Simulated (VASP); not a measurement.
# K (Im-3m) in VASP: further runs

The runs below take K through relaxation of cell and atoms, with PBEsol, LDA, PBE, PBE+D3(BJ).

Everything below comes from runs of VASP 6.6.1. Logs are shortened: lines on timing, memory, paths and dates and some standing lists are left out, and cuts for length are marked.

**1. The structure**

Symmetry: Im-3m, No. 229, cubic system. Conventional cell: a = 5.236 Å, b = 5.236 Å, c = 5.236 Å, α = 90.00°, β = 90.00°, γ = 90.00°.

**2. Relaxation of cell and atoms, PBEsol**

INCAR reads:

```
PREC = Accurate
ENCUT = 600
EDIFF = 1E-7
ISMEAR = 0
SIGMA = 0.1
LREAL = False
LASPH = True
NELM = 80
ALGO = Fast
ISIF = 3
LWAVE = False
LCHARG = False
GGA = PS
IBRION = 2
NSW = 90
EDIFFG = -0.005
```

KPOINTS reads:

```
Automatic mesh
0
Gamma
  12 12 12
```

POSCAR reads:

```
K
1.0
   -2.6180000000      2.6180000000      2.6180000000
    2.6180000000     -2.6180000000      2.6180000000
    2.6180000000      2.6180000000     -2.6180000000
K
1
Direct
    0.0000000000      0.0000000000      0.0000000000
```

Potentials or basis: VASP PAW PBE potentials, release 64 (K_sv).

Launch:

```
cat potpaw_PBE.64/K_sv/POTCAR > POTCAR
mpirun -np 1 vasp_std > vasp.out
```

OUTCAR:

```text
PREC = Accurate
   ENCUT = 600
   EDIFF = 1E-7
   ISMEAR = 0
   LREAL = False
   LASPH = True
   NELM = 80
   ISIF = 3
   GGA = PS
   IBRION = 2
   NSW = 90
   EDIFFG = -0.005

 ion  position               nearest neighbor table
   1  0.000  0.000  0.000-

  LATTYP: Found a body centered cubic cell.
 ALAT       =     5.2360000000

  Lattice vectors:

 A1 = (  -2.6180000000,   2.6180000000,   2.6180000000)
 A2 = (   2.6180000000,  -2.6180000000,   2.6180000000)
 A3 = (   2.6180000000,   2.6180000000,  -2.6180000000)

Analysis of symmetry for initial positions (statically):
=====================================================================
 Subroutine PRICEL returns:
 Original cell was already a primitive cell.

 Routine SETGRP: Setting up the symmetry group for a
 body centered cubic supercell.

 Subroutine GETGRP returns: Found 48 space group operations
 (whereof 48 operations were pure point group operations)
 out of a pool of 48 trial point group operations.

The static configuration has the point symmetry O_h .

Analysis of symmetry for dynamics (positions and initial velocities):
=====================================================================
 Subroutine PRICEL returns:
 Original cell was already a primitive cell.

 Routine SETGRP: Setting up the symmetry group for a
 body centered cubic supercell.

 Subroutine GETGRP returns: Found 48 space group operations
 (whereof 48 operations were pure point group operations)
 out of a pool of 48 trial point group operations.

The dynamic configuration has the point symmetry O_h .

 Subroutine INISYM returns: Found 48 space group operations
 (whereof 48 operations are pure point group operations),
 and found     1 'primitive' translations

----------------------------------------------------------------------------------------

                                     Primitive cell

  volume of cell :      71.7743

  direct lattice vectors                    reciprocal lattice vectors
    -2.618000000  2.618000000  2.618000000     0.000000000  0.190985485  0.190985485
     2.618000000 -2.618000000  2.618000000     0.190985485  0.000000000  0.190985485
     2.618000000  2.618000000 -2.618000000     0.190985485  0.190985485  0.000000000

  length of vectors
     4.534509014  4.534509014  4.534509014     0.270094263  0.270094263  0.270094263

  position of ions in fractional coordinates (direct lattice)
     0.000000000  0.000000000  0.000000000

[... 93 lines left out ...]
   IMIX   =      4    mixing-type and parameters
     AMIX     =   0.40;   BMIX     =  1.00
     AMIX_MAG =   1.60;   BMIX_MAG =  1.00
  volume/ion in A,a.u.               =      71.77       484.36
  Fermi-wavevector in a.u.,A,eV,Ry     =   0.819406  1.548454  9.135317  0.671427
  Thomas-Fermi vector in A             =   1.930206
   LORBIT       =      0    0 simple, 1 ext, 2 COOP (PROOUT), +10 PAW based schemes
   GGA     = PS    functional components
   LHFCALC =     F    Hartree Fock is set to
   AEXX    =    0.0000 exact exchange contribution
   IVDW    =     0    specifies the selected vdW correction
   LEPSILON=     F    determine dielectric tensor
   LRPA    =     F    only Hartree local field effects (RPA)
 conjugate gradient relaxation of ions
 non-spin polarized calculation
 RMM-DIIS sequential band-by-band and
 Gauss-broadening in eV      SIGMA  =   0.10
  energy-cutoff  :      600.00
  volume of cell :       71.77
 maximum number of plane-waves:      2454
   NGX = 19   NGY = 19   NGZ = 19

--------------------------------------- Ionic step        1  -------------------------------------------

 number of electron       9.0000001 magnetization

 Free energy of the ion-electron system (eV)
  ---------------------------------------------------
  ext. energy  EPLUGINS =         0.00000000
  ---------------------------------------------------
  free energy    TOTEN  =        -1.13431307 eV

  energy without entropy =       -1.12944150  energy(sigma->0) =       -1.13187729

------------------------ aborting loop because EDIFF is reached ----------------------------------------

  FORCE on cell =-STRESS in cart. coord.  units (eV):
  Direction    XX          YY          ZZ          XY          YZ          ZX
  --------------------------------------------------------------------------------------
  -------------------------------------------------------------------------------------
  Total       -0.0192165     -0.0192165     -0.0192165     -0.0000000     -0.0000000      0.0000000
  in kB       -0.4289589     -0.4289589     -0.4289589     -0.0000000     -0.0000000      0.0000000
  external PRESSURE =      -0.4289589 kB  Pullay stress =       0.0000000 kB
[... 57 lines left out ...]
--------------------------------------- Ionic step        3  -------------------------------------------

 number of electron       9.0000000 magnetization

 Free energy of the ion-electron system (eV)
  ---------------------------------------------------
  ext. energy  EPLUGINS =         0.00000000
  ---------------------------------------------------
  free energy    TOTEN  =        -1.13442260 eV

  energy without entropy =       -1.12956709  energy(sigma->0) =       -1.13199484

 E-fermi :  -0.1041     XC(G=0):  -5.7858

 val. band max:       -0.1249588151   @ k =   0.2500   0.2500   0.0000
 cond. band min:      -0.0585454030   @ k =   0.3333   0.1667   0.0000
 fundamental gap:      0.0664134120
 Fermi energy:        -0.1041006202

 k-point     1 :       0.0000    0.0000    0.0000
  band No.  band energies     occupation
      1     -32.0606      2.00000
      2     -15.5681      2.00000
      3     -15.5681      2.00000
      4     -15.5681      2.00000
      5      -2.2997      2.00000
      6       4.2402      0.00000
      7       4.2402      0.00000
      8       4.2402      0.00000
[... 243 lines left out ...]
 k-point    24 :       0.4167    0.0833    0.0833
  band No.  band energies     occupation
      1     -32.0556      2.00000
      2     -15.6405      2.00000
      3     -15.5972      2.00000
      4     -15.5731      2.00000
      5       0.5315      0.00000
      6       0.6979      0.00000
      7       2.6956      0.00000
      8       4.6222      0.00000

 [... further k-points ...]

------------------------ aborting loop because EDIFF is reached ----------------------------------------

  FORCE on cell =-STRESS in cart. coord.  units (eV):
  Direction    XX          YY          ZZ          XY          YZ          ZX
  --------------------------------------------------------------------------------------
  -------------------------------------------------------------------------------------
  Total       -0.0023699     -0.0023699     -0.0023699      0.0000000     -0.0000000      0.0000000
  in kB       -0.0534948     -0.0534948     -0.0534948      0.0000000     -0.0000000      0.0000000
  external PRESSURE =      -0.0534948 kB  Pullay stress =       0.0000000 kB
[... 16 lines left out ...]
  FREE ENERGIE OF THE ION-ELECTRON SYSTEM (eV)
  ---------------------------------------------------
  free  energy   TOTEN  =        -1.1344225951 eV

  energy  without entropy=       -1.1295670919  energy(sigma->0) =       -1.13199484

 reached required accuracy - stopping structural energy minimisation
```

CONTCAR:

```text
K
   1.00000000000000
    -2.6082918864194991    2.6082918864194991    2.6082918864194991
     2.6082918864194991   -2.6082918864194991    2.6082918864194991
     2.6082918864194991    2.6082918864194991   -2.6082918864194991
  K
     1
Direct
     0.0000000000000000    0.0000000000000000    0.0000000000000000

  0.00000000E+00  0.00000000E+00  0.00000000E+00
```

It took 1.7 min on 1 thread of Intel Xeon Platinum 8259CL at 2.50GHz (Skylake/Cascade Lake), shared host; peak memory 0.24 GiB.

Results:

```yaml
Free_energy: -1.1344 eV
Relaxed_volume: 70.98 Å³/atom
Relaxed_cell: a = 4.518 Å, b = 4.518 Å, c = 4.518 Å, α = 109.47°, β = 109.47°, γ = 109.47°
Space_group_after_relaxing_to_0.05_Å: Im-3m (No. 229)
Energy_gained_by_relaxing: 0.1 meV/atom
Ionic_steps: 3
Pressure_after_relaxing: 0.0 GPa
Band_gap_on_the_k_mesh: none (metal or under the smearing width)
```

The path:
```csv
step,energy change (eV),largest force (eV/Å),pressure (GPa),volume (Å³)
1,0.0000,0.0000,-0.04,71.77
2,0.0000,0.0000,-0.03,71.57
3,-0.0001,0.0000,-0.01,70.98
```

Final structure:
```
K
1.0
    -2.60829    2.60829    2.60829
     2.60829   -2.60829    2.60829
     2.60829    2.60829   -2.60829
K
1
Direct
  0.00000 0.00000 0.00000
```

Caveat: the PAW data sets were made with another functional, which shifts forces and pressure a little.

**3. Relaxation of cell and atoms, LDA**

Edit INCAR of step 2 so:

```diff
@@ -12,3 +12,3 @@
 LCHARG = False
-GGA = PS
+GGA = CA
 IBRION = 2
```

KPOINTS is that of step 2.

POSCAR is that of step 2.

Potentials or basis: VASP PAW LDA potentials, release 64 (K_sv).

Launch:

```
cat potpaw_LDA.64/K_sv/POTCAR > POTCAR
mpirun -np 1 vasp_std > vasp.out
```

OUTCAR:

```text
PREC = Accurate
   ENCUT = 600
   EDIFF = 1E-7
   ISMEAR = 0
   LREAL = False
   LASPH = True
   NELM = 80
   ISIF = 3
   GGA = CA
   IBRION = 2
   NSW = 90
   EDIFFG = -0.005

 ion  position               nearest neighbor table
   1  0.000  0.000  0.000-

  LATTYP: Found a body centered cubic cell.
 ALAT       =     5.2360000000

  Lattice vectors:

 A1 = (  -2.6180000000,   2.6180000000,   2.6180000000)
 A2 = (   2.6180000000,  -2.6180000000,   2.6180000000)
 A3 = (   2.6180000000,   2.6180000000,  -2.6180000000)

Analysis of symmetry for initial positions (statically):
=====================================================================
 Subroutine PRICEL returns:
 Original cell was already a primitive cell.

[... 325 lines left out ...]
 fundamental gap:      0.0647354608
 Fermi energy:        -0.0148754288

 k-point     1 :       0.0000    0.0000    0.0000
  band No.  band energies     occupation
      1     -31.7446      2.00000
      2     -15.4119      2.00000
      3     -15.4119      2.00000
      4     -15.4119      2.00000
      5      -2.3668      2.00000
      6       4.2776      0.00000
      7       4.2776      0.00000
      8       4.2776      0.00000
[... 243 lines left out ...]
 k-point    24 :       0.4167    0.0833    0.0833
  band No.  band energies     occupation
      1     -31.7361      2.00000
      2     -15.5171      2.00000
      3     -15.4536      2.00000
      4     -15.4193      2.00000
      5       0.5857      0.00000
      6       0.8839      0.00000
      7       2.7539      0.00000
      8       4.8783      0.00000

 [... further k-points ...]

------------------------ aborting loop because EDIFF is reached ----------------------------------------

  FORCE on cell =-STRESS in cart. coord.  units (eV):
  Direction    XX          YY          ZZ          XY          YZ          ZX
  --------------------------------------------------------------------------------------
  -------------------------------------------------------------------------------------
  Total       -0.0042072     -0.0042072     -0.0042072      0.0000000      0.0000000      0.0000000
  in kB       -0.1049318     -0.1049318     -0.1049318      0.0000000      0.0000000      0.0000000
  external PRESSURE =      -0.1049318 kB  Pullay stress =       0.0000000 kB
[... 16 lines left out ...]
  FREE ENERGIE OF THE ION-ELECTRON SYSTEM (eV)
  ---------------------------------------------------
  free  energy   TOTEN  =        -1.1658637959 eV

  energy  without entropy=       -1.1611265078  energy(sigma->0) =       -1.16349515

 reached required accuracy - stopping structural energy minimisation
```

OSZICAR:

```text
N       E                     dE             d eps       ncg     rms          rms(c)
DAV:   1     0.542171635151E+02    0.54217E+02   -0.38146E+03  1152   0.951E+02
DAV:   2     0.918857199851E+00   -0.53298E+02   -0.52775E+02  1152   0.235E+02
DAV:   3    -0.110715157260E+01   -0.20260E+01   -0.20238E+01  1832   0.401E+01
DAV:   4    -0.115579672263E+01   -0.48645E-01   -0.48638E-01  1800   0.487E+00
[... 70 lines left out ...]
RMM:   6    -0.116586135511E+01   -0.10897E-05   -0.11831E-05  1335   0.252E-02    0.142E-02
RMM:   7    -0.116586427387E+01   -0.29188E-05   -0.79123E-06  1367   0.153E-02    0.826E-03
RMM:   8    -0.116586396299E+01    0.31088E-06   -0.11091E-06  1314   0.906E-03    0.619E-03
RMM:   9    -0.116586384194E+01    0.12106E-06   -0.37971E-07  1019   0.496E-03    0.300E-03
RMM:  10    -0.116586379593E+01    0.46009E-07   -0.10118E-07   920   0.290E-03
   5 F= -.11658638E+01 E0= -.11634952E+01  d E =-.106540E-01
```

CONTCAR:

```text
K
   1.00000000000000
    -2.5229677013788785    2.5229677013788785    2.5229677013788785
     2.5229677013788785   -2.5229677013788785    2.5229677013788785
     2.5229677013788785    2.5229677013788785   -2.5229677013788785
  K
     1
Direct
     0.0000000000000000    0.0000000000000000    0.0000000000000000

  0.00000000E+00  0.00000000E+00  0.00000000E+00
```

It took 2.8 min on 1 thread of Intel Xeon Platinum 8259CL at 2.50GHz (Skylake/Cascade Lake), shared host; peak memory 0.21 GiB.

What came out:

- Free energy: -1.1659 eV
- Relaxed volume: 64.24 Å³/atom
- Relaxed cell: a = 4.370 Å, b = 4.370 Å, c = 4.370 Å, α = 109.47°, β = 109.47°, γ = 109.47°
- Space group after relaxing (to 0.05 Å): Im-3m (No. 229)
- Energy gained by relaxing: 10.7 meV/atom
- Ionic steps: 5
- Pressure after relaxing: 0.0 GPa
- Band gap on the k mesh: none (metal or under the smearing width)

Step by step:
| step | energy change (eV) | largest force (eV/Å) | pressure (GPa) | volume (Å³) |
| --- | --- | --- | --- | --- |
| 1 | 0.0000 | 0.0000 | -0.41 | 71.77 |
| 2 | -0.0044 | 0.0000 | -0.33 | 69.89 |
| 3 | -0.0103 | 0.0000 | -0.08 | 65.42 |
| 4 | -0.0107 | 0.0000 | 0.01 | 64.06 |
| 5 | -0.0107 | 0.0000 | -0.01 | 64.24 |

Final structure:
```xyz
1
Lattice="-2.5230 2.5230 2.5230 2.5230 -2.5230 2.5230 2.5230 2.5230 -2.5230" Properties=species:S:1:pos:R:3 pbc="T T T"
K     0.0000    0.0000    0.0000
```

Caveat: the volume moved by -10 % from the deposited cell, more than functionals usually miss. Zero-point motion and thermal expansion aren't in these numbers.

**4. Relaxation of cell and atoms, PBE**

Edit INCAR of step 3 so:

```diff
@@ -12,3 +12,3 @@
 LCHARG = False
-GGA = CA
+GGA = PE
 IBRION = 2
```

KPOINTS is that of step 3.

POSCAR is that of step 3.

Potentials or basis: VASP PAW PBE potentials, release 64 (K_sv).

Launch:

```
cat potpaw_PBE.64/K_sv/POTCAR > POTCAR
mpirun -np 1 vasp_std > vasp.out
```

It took 1.8 min on 1 thread of Intel Xeon Platinum 8259CL at 2.50GHz (Skylake/Cascade Lake), shared host; peak memory 0.24 GiB.

The run converged. Its results:

| Item | Value |
| --- | --- |
| Free energy | -1.0484 eV |
| Relaxed volume | 73.69 Å³/atom |
| Relaxed cell | a = 4.574 Å, b = 4.574 Å, c = 4.574 Å, α = 109.47°, β = 109.47°, γ = 109.47° |
| Space group after relaxing (to 0.05 Å) | Im-3m (No. 229) |
| Energy gained by relaxing | 0.6 meV/atom |
| Ionic steps | 3 |
| Pressure after relaxing | 0.0 GPa |
| Band gap on the k mesh | none (metal or under the smearing width) |

Step by step:
```
step  energy change (eV)  largest force (eV/Å)  pressure (GPa)  volume (Å³)
   1              0.0000                0.0000            0.10        71.77
   2             -0.0003                0.0000            0.08        72.26
   3             -0.0006                0.0000            0.00        73.69
```

Final structure:
```yaml
crystal:
  lattice:
    - [-2.64104, 2.64104, 2.64104]
    - [2.64104, -2.64104, 2.64104]
    - [2.64104, 2.64104, -2.64104]
  atoms:
    - { symbol: K, position: [0.00000, 0.00000, 0.00000] }
```

Levels at points of the mesh, in eV from the Fermi level:
```tsv
k point	band 1	band 2	band 3	band 4	band 5	band 6	band 7	band 8
(0.00, 0.00, 0.00)	-32.12	-15.57	-15.57	-15.57	-2.14	4.30	4.30	4.30
(0.50, 0.00, 0.00)	-32.12	-15.64	-15.59	-15.57	0.46	0.70	3.18	4.87
(0.50, 0.50, 0.50)	-32.11	-15.62	-15.62	-15.62	1.69	1.69	3.48	3.48
```

PBE usually gives volumes a little too large and moduli too small. Zero-point motion and thermal expansion aren't in these numbers.

(Continued in part 2 of 2.)
